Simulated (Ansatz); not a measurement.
# AlN (P6_3mc) in Ansatz: a series of runs

One crystal, AlN, is run at these levels: revPBE, PBE; tasks: band structure, single point, equation of state.

Program: Ansatz 0.2.0. These are calculated values, not measurements. Logs are shortened: lines on timing, memory, paths and dates and some standing lists are left out, and cuts for length are marked.

**Experimental background.**

From “Self-assembly of well-separated AlN nanowires directly on sputtered metallic TiN films”, 2019, arxiv:1910.07391, for a bulk crystal of AlN at 10 K: band gap 6.034 eV (an exciton energy, a little under the gap).

The results are compared with them further down.

## (1) Starting point

Symmetry: P6_3mc, No. 186, hexagonal system. The conventional cell has a = 3.113 Å, b = 3.113 Å, c = 4.981 Å, α = 90.00°, β = 90.00°, γ = 120.00°. Around Al (site symmetry 3m) lie 4 N at 1.89 Å. Around N (site symmetry 3m) lie 4 Al at 1.89 Å.

## (2) Band structure, revPBE

Input file input.yaml:

```yaml
crystal:
  lattice:
    - [3.113, 0.0, 0.0]
    - [-1.5565, 2.695937082, 0.0]
    - [0.0, 0.0, 4.981]
  atoms:
    - { symbol: Al, position: [0.6666666667, 0.3333333333, 0.5] }
    - { symbol: Al, position: [0.3333333333, 0.6666666667, 0.0] }
    - { symbol: "N", position: [0.6666666667, 0.3333333333, 0.88] }
    - { symbol: "N", position: [0.3333333333, 0.6666666667, 0.38] }
hamiltonian:
  xc: revpbe
  pseudopotentials: { kind: paw }
kpoints:
  mp_grid: { grid: [10, 10, 6] }
  band_path:
    path:
      - [[0.0, 0.0, 0.0], [0.5, 0.0, 0.0], [0.3333333333, 0.3333333333, 0.0], [0.0, 0.0, 0.0], [0.0, 0.0, 0.5], [0.5, 0.0, 0.5], [0.3333333333, 0.3333333333, 0.5], [0.0, 0.0, 0.5]]
      - [[0.5, 0.0, 0.5], [0.5, 0.0, 0.0]]
      - [[0.3333333333, 0.3333333333, 0.0], [0.3333333333, 0.3333333333, 0.5]]
    npoints: 14
scf:
  occupations: { method: fermi_dirac, width: 0.05 }
  n_extra_bands: 10
output:
  forces: true
  stress: true
  eigenvalues: true
  fatbands: false
```

Potentials or basis: Ansatz PAW.

Started as:

```
ansatz run input.yaml --threads 2 --pin off --max-ram 5120MiB --backend cpu --events-out ev --progress --plain --runs-dir out
```

What it wrote:

```text
Warning: RAYON_NUM_THREADS=2 ignored (pool sized by the plan → 2); use --threads N
scf.n_extra_bands = 10 over 8 filled bands (N_el = 16.0): the run solves 18 bands
Engine: ansatz 0.2.0, aarch64-unknown-linux-gnu
Pseudopotentials: kind: paw
Pseudopotential: Al, paw, valence charge 3, recommended cutoff 420 eV (normal), Al.paw.azcp
Pseudopotential: N, paw, valence charge 5, recommended cutoff 420 eV (normal), N.paw.azcp
Functional definition: revPBE
  parameter kappa = 1.245
  parameter beta = 0.06672455060314922
  exchange = pbe_x(kappa = kappa, mu = beta*pi^2/3)
  correlation = pbe_c(beta = beta)
Crystal: 4 atoms, lattice volume = 41.803 Å³
Basis set: ecut = 420 eV, 809 PW (Γ), exchange–correlation on 48×48×72 points (8 copies of the dense FFT grid, shifted against one another)
Bands: 18, of which v1, the nominal top of the filled ones, is band 8 counted from 1 (7 counted from 0)
Symmetry: 12 space group operations
Space group: P63mc (ITA 186), of the structure as read, at distance tolerance 3.5e-5 Å
k-points: 56 of 600 (time reversal used)
Non-local potential: Al, projectors of the file, l = 0: 2, l = 1: 2, l = 2: 1
Non-local potential: N, projectors of the file, l = 0: 2, l = 1: 2, l = 2: 1
PAW form: soft (Blöchl's): semilocal exchange-correlation on the pseudo side does not see the compensation charge
PAW frozen core: Al, regenerated for the run's functional, and the local potential with it (the file was generated under x = pbe(κ = 0.804, μ = 0.2195149727645171), c = pbe(β = 0.06672455060314922))
PAW frozen core: N, regenerated for the run's functional, and the local potential with it (the file was generated under x = pbe(κ = 0.804, μ = 0.2195149727645171), c = pbe(β = 0.06672455060314922))
PAW one-centre angular grid: Al, 110 points (default); XC on 64 Gauss nodes
PAW one-centre angular grid: N, 110 points (default); XC on 64 Gauss nodes
Initial density: superposition of atomic densities (neutral atoms: chi_scale 0, normalization atom), corrected by the library's trained network
Initial wavefunctions: pseudopotential atomic-orbital guess
Functional: x = revpbe(κ = 1.245, μ = 0.2195149727645171), c = pbe(β = 0.06672455060314922)
SCF iter   1: F=—  HF=-1854.787208 eV  |F-HF|=—  |Δ(HF+E_count)|=         —  Δρ=1.95e-3  dr2=9.50e-4  ethr=1.77e-3  ⟨swp⟩=5.4  Hψ=5598  notcnv=0  defer=6
preconditioner: auto → none  [insulator: Δε(μ)=4.239 eV  Ē_g=16.612 eV  σ=0.050 eV  W_gap=1.00  n_scr=2 (ndim 8)  ℏωp=23.0 eV  f_vac=0.000  D(μ)=0.00/eV (n_scr^D=0)  ε∞_Penn≈2.9]
SCF iter   2: F=—  HF=-1854.787235 eV  |F-HF|=—  |Δ(HF+E_count)|=   2.70e-5  Δρ=9.92e-4  dr2=2.30e-4  ethr=5.94e-6  ⟨swp⟩=1.8  Hψ=1559  notcnv=0  defer=73
SCF iter   3: F=—  HF=-1854.787261 eV  |F-HF|=—  |Δ(HF+E_count)|=   2.59e-5  Δρ=3.06e-5  dr2=2.03e-7  ethr=1.44e-6  ⟨swp⟩=2.4  Hψ=1305  notcnv=0  defer=73
SCF iter   4: F=—  HF=-1854.786985 eV  |F-HF|=—  |Δ(HF+E_count)|=   2.77e-4  Δρ=1.05e-5  dr2=1.60e-8  ethr=6.25e-10  ⟨swp⟩=6.0  Hψ=5294  notcnv=0
iter 5 did not close the SCF: its close was put off for the readings that it lacked (scf_convergence_deferred on its scf_iter line)
SCF iter   5: F=-1854.786985 eV  HF=-1854.786985 eV  |F-HF|=4.70e-10  |Δ(HF+E_count)|=   5.25e-8  Δρ=1.37e-6  dr2=3.58e-10  ethr=1.00e-10  ⟨swp⟩=2.0  Hψ=1261  notcnv=0
SCF iter   6: F=-1854.786985 eV  HF=-1854.786985 eV  |F-HF|=1.59e-11  |Δ(HF+E_count)|=  5.55e-10  Δρ=3.48e-7  dr2=1.56e-11  ethr=2.24e-12  ⟨swp⟩=1.1  Hψ=2525  notcnv=0
SCF 1 converged in 6 iterations: F = -1854.786985 eV  dr2 = 1.56e-11
NSCF: frozen V_eff on 129 k-points
SCF converged after 6 iterations
Free energy (F): -1854.786985 eV
Harris-Foulkes:  -1854.786985 eV  (|F-HF|=1.59e-11)
Internal energy: -1854.786985 eV  (E = F + TS)
E sigma→0 (E₀):  -1854.786985 eV
Fermi energy:    9.363314 eV
--- Per-component energies (eV) ---
  E_band       = 31.749798
  E_kinetic    = 319.303212
  E_local      = -447.286001  (includes V_loc(G=0)·N_el)
  E_nonlocal   = 109.212432
  E_hartree    = 156.001801
  E_xc         = -204.275426
  E_vxc        = -216.132686  (∫ρ·V_xc dr)
  E_paw        = -1196.023507  (= ΣΔE_a)
  E_vpaw       = -45.350981  (= ΣTr[D̂ρ^β])
  E_aug_tail   = 0.000197  (compensation charges beyond the density's cutoff)
  E_ewald      = -591.663270
  E_core_change = -0.056422  (= ΣΔE_core)
  E_smearing   = -0.000000  (= −TS)
  E_closure    = 0.000000  (closes the sum)
  Σ components = -1854.786985   (vs F -1854.786985, Δ=0.00e0)
--- Forces (eV/Å), atoms counted from 1 ---
  atom   1  Al    -0.00000000     0.00000000    -0.13611094
  atom   2  Al     0.00000000    -0.00000000    -0.13611094
  atom   3  N      0.00000000    -0.00000000     0.13608968
  atom   4  N      0.00000000     0.00000000     0.13608968
  max |Σ_I F_I| component: 4.25e-5 eV/Å
--- Stress (GPa, compression-positive) ---
        6.009266       0.000000      -0.000000
        0.000000       6.009266       0.000000
       -0.000000       0.000000       7.480402
  P = ⅓ Tr σ = 6.4996 GPa (64.996 kbar)
--- Band table (eV; the first three rows and the last of 56) ---
  k-point 0: bands = ["-7.9694", "-5.8457", "1.2668", "6.3848", "6.3848", "7.0334", "7.0334", "7.2139", "11.4491", "13.9479", "17.8822", "18.4567", "18.4567", "20.4605", "20.4613", "20.4613", "21.7256", "21.7256"]
  k-point 1: bands = ["-7.8638", "-6.0495", "1.6333", "6.4262", "6.4262", "6.6158", "6.9873", "6.9873", "11.9421", "14.0115", "17.7111", "18.4221", "18.4221", "19.6503", "20.0616", "20.0616", "22.1923", "22.1923"]
  k-point 2: bands = ["-7.5578", "-6.5361", "2.5967", "5.3336", "6.5398", "6.5398", "6.8639", "6.8639", "12.8979", "14.0593", "17.4464", "18.4692", "18.4692", "18.4749", "19.3451", "19.3451", "23.4087", "23.4087"]
  k-point 55: bands = ["-5.4943", "-5.4943", "2.3436", "2.3436", "3.6155", "3.6155", "6.4105", "6.4105", "14.3582", "14.3582", "15.5357", "15.5357", "19.1381", "19.1381", "20.9360", "20.9360", "23.4335", "23.4335"]
```

It took 3.4 s on 2 threads of Arm Neoverse V2, shared host; peak memory 0.32 GiB.

What came out:

* Free energy: -1854.7870 eV
* Pressure: 6.5 GPa
* Largest force: 0.136 eV/Å
* Band gap on the k mesh: 4.24 eV, direct
* Band gap along the path: 4.24 eV, direct

Forces in eV/Å, atoms in the order of the input:
```
Al   0.000  0.000 -0.136
Al   0.000  0.000 -0.136
N    0.000  0.000  0.136
N    0.000  0.000  0.136
```

Stress tensor (GPa, compression positive):
```
6.01 0.00 0.00
0.00 6.01 0.00
0.00 0.00 7.48
```

Levels at the corners of the path, in eV from the valence-band top:
```csv
point,band 6,band 7,band 8,band 9,band 10,band 11
Γ,-0.18,-0.18,0.00,4.24,6.73,10.67
M,-2.05,-1.75,-0.66,5.86,5.90,8.26
K,-2.41,-2.36,-2.36,5.12,8.42,9.74
Γ,-0.18,-0.18,0.00,4.24,6.73,10.67
A,-0.51,-0.51,-0.51,6.50,6.50,10.42
L,-1.43,-1.35,-1.35,5.38,5.38,9.37
H,-3.81,-0.78,-0.78,7.48,7.48,7.92
A,-0.51,-0.51,-0.51,6.50,6.50,10.42
L,-1.43,-1.35,-1.35,5.38,5.38,9.37
M,-2.05,-1.75,-0.66,5.86,5.90,8.26
K,-2.41,-2.36,-2.36,5.12,8.42,9.74
H,-3.81,-0.78,-0.78,7.48,7.48,7.92
```

Caveat: the pressure holds a Pulay correction of +0.5 GPa for the finite cutoff; the PAW data sets come from PBE, with cores solved anew for the run's functional, which leaves a small shift of forces and pressure.

## (3) Band structure, PBE

Changes to input.yaml since step 2:

```diff
@@ -11,4 +11,4 @@
 hamiltonian:
-  xc: revpbe
-  pseudopotentials: { kind: paw }
+  xc: pbe
+  pseudopotentials: { kind: paw, core: small }
 kpoints:
```

Potentials or basis: Ansatz PAW.

Started as:

```
ansatz run input.yaml --threads 2 --pin off --max-ram 5120MiB --backend cpu --events-out ev --progress --plain --runs-dir out
```

What it wrote:

```text
Warning: of Al the run reads no dataset of the core that `hamiltonian.pseudopotentials.core` asks for: this build lists none beside the file that it uses, or the input names that file
Warning: RAYON_NUM_THREADS=2 ignored (pool sized by the plan → 2); use --threads N
scf.n_extra_bands = 10 over 8 filled bands (N_el = 16.0): the run solves 18 bands
Engine: ansatz 0.2.0, aarch64-unknown-linux-gnu
Pseudopotentials: kind: paw
Pseudopotential: Al, paw, valence charge 3, recommended cutoff 420 eV (normal), Al.paw.azcp
Pseudopotential: N, paw, valence charge 5, recommended cutoff 420 eV (normal), N.paw.azcp
Functional definition: PBE
  parameter kappa = 0.804
  parameter beta = 0.06672455060314922
  exchange = pbe_x(kappa = kappa, mu = beta*pi^2/3)
  correlation = pbe_c(beta = beta)
Crystal: 4 atoms, lattice volume = 41.803 Å³
Basis set: ecut = 420 eV, 809 PW (Γ), exchange–correlation on 48×48×72 points (8 copies of the dense FFT grid, shifted against one another)
Bands: 18, of which v1, the nominal top of the filled ones, is band 8 counted from 1 (7 counted from 0)
Symmetry: 12 space group operations
Space group: P63mc (ITA 186), of the structure as read, at distance tolerance 3.5e-5 Å
k-points: 56 of 600 (time reversal used)
Non-local potential: Al, projectors of the file, l = 0: 2, l = 1: 2, l = 2: 1
Non-local potential: N, projectors of the file, l = 0: 2, l = 1: 2, l = 2: 1
PAW form: soft (Blöchl's): semilocal exchange-correlation on the pseudo side does not see the compensation charge
PAW one-centre angular grid: Al, 110 points (default); XC on 64 Gauss nodes
PAW one-centre angular grid: N, 110 points (default); XC on 64 Gauss nodes
Initial density: superposition of atomic densities (neutral atoms: chi_scale 0, normalization atom), corrected by the library's trained network
Initial wavefunctions: pseudopotential atomic-orbital guess
Functional: x = pbe(κ = 0.804, μ = 0.2195149727645171), c = pbe(β = 0.06672455060314922)
SCF iter   1: F=—  HF=-1848.497672 eV  |F-HF|=—  |Δ(HF+E_count)|=         —  Δρ=8.42e-4  dr2=1.52e-4  ethr=1.77e-3  ⟨swp⟩=5.4  Hψ=5585  notcnv=0  defer=8
preconditioner: auto → none  [insulator: Δε(μ)=4.209 eV  Ē_g=16.525 eV  σ=0.050 eV  W_gap=1.00  n_scr=2 (ndim 8)  ℏωp=23.0 eV  f_vac=0.000  D(μ)=0.00/eV (n_scr^D=0)  ε∞_Penn≈2.9]
SCF iter   2: F=—  HF=-1848.497932 eV  |F-HF|=—  |Δ(HF+E_count)|=   2.60e-4  Δρ=4.07e-4  dr2=2.63e-5  ethr=9.52e-7  ⟨swp⟩=2.2  Hψ=1726  notcnv=0  defer=75
SCF iter   3: F=—  HF=-1848.497789 eV  |F-HF|=—  |Δ(HF+E_count)|=   1.43e-4  Δρ=4.74e-5  dr2=3.81e-7  ethr=1.64e-7  ⟨swp⟩=2.1  Hψ=1220  notcnv=0  defer=75
iter 4 did not close the SCF: its close was put off for the readings that it lacked (scf_convergence_deferred on its scf_iter line)
SCF iter   4: F=-1848.497790 eV  HF=-1848.497790 eV  |F-HF|=7.31e-9  |Δ(HF+E_count)|=   9.09e-7  Δρ=7.98e-6  dr2=1.26e-8  ethr=2.38e-9  ⟨swp⟩=2.4  Hψ=1286  notcnv=0  defer=75
iter 5 did not close the SCF: its close was put off for the readings that it lacked (scf_convergence_deferred on its scf_iter line)
SCF iter   5: F=-1848.497790 eV  HF=-1848.497790 eV  |F-HF|=4.39e-11  |Δ(HF+E_count)|=   8.74e-9  Δρ=8.79e-7  dr2=1.95e-10  ethr=7.86e-11  ⟨swp⟩=3.0  Hψ=1397  notcnv=0  defer=75
SCF iter   6: F=-1848.497790 eV  HF=-1848.497790 eV  |F-HF|=2.05e-12  |Δ(HF+E_count)|=  7.96e-12  Δρ=1.83e-7  dr2=6.63e-12  ethr=1.22e-12  ⟨swp⟩=4.9  Hψ=4429  notcnv=0
SCF 1 converged in 6 iterations: F = -1848.497790 eV  dr2 = 6.63e-12
NSCF: frozen V_eff on 129 k-points
SCF converged after 6 iterations
Free energy (F): -1848.497790 eV
Harris-Foulkes:  -1848.497790 eV  (|F-HF|=2.05e-12)
Internal energy: -1848.497790 eV  (E = F + TS)
E sigma→0 (E₀):  -1848.497790 eV
Fermi energy:    9.257686 eV
--- Per-component energies (eV) ---
  E_band       = 30.374981
  E_kinetic    = 318.953815
  E_local      = -448.269772  (includes V_loc(G=0)·N_el)
  E_nonlocal   = 110.843853
  E_hartree    = 155.685240
  E_xc         = -203.726102
  E_vxc        = -215.995479  (∫ρ·V_xc dr)
  E_paw        = -1190.321748  (= ΣΔE_a)
  E_vpaw       = -46.528142  (= ΣTr[D̂ρ^β])
  E_aug_tail   = 0.000194  (compensation charges beyond the density's cutoff)
  E_ewald      = -591.663270
  E_smearing   = -0.000000  (= −TS)
  E_closure    = 0.000000  (closes the sum)
  Σ components = -1848.497790   (vs F -1848.497790, Δ=0.00e0)
--- Forces (eV/Å), atoms counted from 1 ---
  atom   1  Al     0.00000000     0.00000000    -0.12926062
  atom   2  Al     0.00000000    -0.00000000    -0.12926062
  atom   3  N     -0.00000000    -0.00000000     0.12923862
  atom   4  N      0.00000000     0.00000000     0.12923862
  max |Σ_I F_I| component: 4.40e-5 eV/Å
--- Stress (GPa, compression-positive) ---
        3.194250      -0.000000      -0.000000
       -0.000000       3.194250       0.000000
       -0.000000       0.000000       4.776983
  P = ⅓ Tr σ = 3.7218 GPa (37.218 kbar)
--- Band table (eV; the first three rows and the last of 56) ---
  k-point 0: bands = ["-8.0267", "-5.8834", "1.1562", "6.2905", "6.2905", "6.9399", "6.9399", "7.1196", "11.3323", "13.7884", "17.7301", "18.2932", "18.2932", "20.2876", "20.2903", "20.2903", "21.5808", "21.5808"]
  k-point 1: bands = ["-7.9204", "-6.0902", "1.5255", "6.3320", "6.3320", "6.5210", "6.8938", "6.8938", "11.8238", "13.8548", "17.5576", "18.2601", "18.2601", "19.4800", "19.8948", "19.8948", "22.0446", "22.0446"]
  k-point 2: bands = ["-7.6125", "-6.5824", "2.4942", "5.2378", "6.4457", "6.4457", "6.7702", "6.7702", "12.7746", "13.9124", "17.2871", "18.3045", "18.3090", "18.3090", "19.1831", "19.1831", "23.2545", "23.2545"]
  k-point 55: bands = ["-5.5270", "-5.5270", "2.2300", "2.2300", "3.5113", "3.5113", "6.3141", "6.3141", "14.2166", "14.2166", "15.3909", "15.3909", "18.9499", "18.9499", "20.7861", "20.7861", "23.2376", "23.2376"]
```

Run time: 3.4 s. Hardware: 2 threads of Arm Neoverse V2, shared host; peak memory 0.32 GiB.

What came out:

| Item | Value |
| --- | --- |
| Free energy | -1848.4978 eV |
| Pressure | 3.7 GPa |
| Largest force | 0.129 eV/Å |
| Band gap on the k mesh | 4.21 eV, direct |
| Band gap along the path | 4.21 eV, direct |

Forces on the atoms (eV/Å):
```
Al   0.000  0.000 -0.129
Al   0.000  0.000 -0.129
N    0.000  0.000  0.129
N    0.000  0.000  0.129
```

Levels at the corners of the path, in eV from the valence-band top:
| point | band 5 | band 6 | band 7 | band 8 | band 9 | band 10 | band 11 | band 12 |
| --- | --- | --- | --- | --- | --- | --- | --- | --- |
| Γ | -0.83 | -0.18 | -0.18 | 0.00 | 4.21 | 6.67 | 10.61 | 11.17 |
| M | -3.32 | -2.05 | -1.76 | -0.66 | 5.82 | 5.84 | 8.20 | 10.29 |
| K | -3.75 | -2.41 | -2.37 | -2.37 | 5.07 | 8.37 | 9.69 | 9.69 |
| Γ | -0.83 | -0.18 | -0.18 | 0.00 | 4.21 | 6.67 | 10.61 | 11.17 |
| A | -0.51 | -0.51 | -0.51 | -0.51 | 6.47 | 6.47 | 10.35 | 10.35 |
| L | -1.43 | -1.43 | -1.35 | -1.35 | 5.33 | 5.33 | 9.30 | 9.30 |
| H | -3.82 | -3.82 | -0.78 | -0.78 | 7.43 | 7.43 | 7.87 | 7.87 |
| A | -0.51 | -0.51 | -0.51 | -0.51 | 6.47 | 6.47 | 10.35 | 10.35 |
| L | -1.43 | -1.43 | -1.35 | -1.35 | 5.33 | 5.33 | 9.30 | 9.30 |
| M | -3.32 | -2.05 | -1.76 | -0.66 | 5.82 | 5.84 | 8.20 | 10.29 |
| K | -3.75 | -2.41 | -2.37 | -2.37 | 5.07 | 8.37 | 9.69 | 9.69 |
| H | -3.82 | -3.82 | -0.78 | -0.78 | 7.43 | 7.43 | 7.87 | 7.87 |

Caveat: the pressure holds a Pulay correction of +0.5 GPa for the finite cutoff.

## (4) Single point, PBE, 9.82 Å³/atom (volume scaled by 0.94)

Input file input.yaml:

```yaml
crystal:
  lattice:
    - [3.0494515564, 0.0, 0.0]
    - [-1.5247257782, 2.6409025155, 0.0]
    - [0.0, 0.0, 4.8793184075]
  atoms:
    - { symbol: Al, position: [0.6666666667, 0.3333333333, 0.5] }
    - { symbol: Al, position: [0.3333333333, 0.6666666667, 0.0] }
    - { symbol: "N", position: [0.6666666667, 0.3333333333, 0.88] }
    - { symbol: "N", position: [0.3333333333, 0.6666666667, 0.38] }
hamiltonian:
  xc: pbe
  pseudopotentials: { kind: nc, accuracy: standard }
kpoints:
  mp_grid: { grid: [10, 10, 6] }
scf:
  occupations: { method: fermi_dirac, width: 0.05 }
output:
  forces: true
  stress: true
  eigenvalues: true
```

Potentials or basis: PseudoDojo standard (PBE files).

Started as:

```
ansatz run input.yaml --threads 2 --pin off --max-ram 5120MiB --backend cpu --events-out ev --progress --plain --runs-dir out
```

Run time: 4.1 s. Hardware: 2 threads of Arm Neoverse V2, shared host; peak memory 0.34 GiB.

Results (log left out):

- Free energy: -696.1372 eV
- Pressure: 17.8 GPa
- Largest force: 0.180 eV/Å
- Band gap on the k mesh: 4.77 eV, direct

## (5) Single point, PBE, 10.03 Å³/atom (volume scaled by 0.96)

Changes to input.yaml since step 4:

```diff
@@ -2,5 +2,5 @@
   lattice:
-    - [3.0494515564, 0.0, 0.0]
-    - [-1.5247257782, 2.6409025155, 0.0]
-    - [0.0, 0.0, 4.8793184075]
+    - [3.070927275, 0.0, 0.0]
+    - [-1.5354636375, 2.6595010333, 0.0]
+    - [0.0, 0.0, 4.9136809369]
   atoms:
@@ -21 +21,5 @@
   eigenvalues: true
+  write_density: true
+  write_potential: true
+  elf: true
+  volumetric_format: npy
```

Started as:

```
ansatz run input.yaml --threads 2 --pin off --max-ram 5120MiB --backend cpu --events-out ev --progress --plain --runs-dir out
```

Run time: 6 s. Hardware: 2 threads of Arm Neoverse V2, shared host; peak memory 0.37 GiB.

The run converged. Its results:

* Free energy: -696.2160 eV
* Pressure: 12.5 GPa
* Largest force: 0.163 eV/Å
* Band gap on the k mesh: 4.58 eV, direct

[end of part 1 of 2]
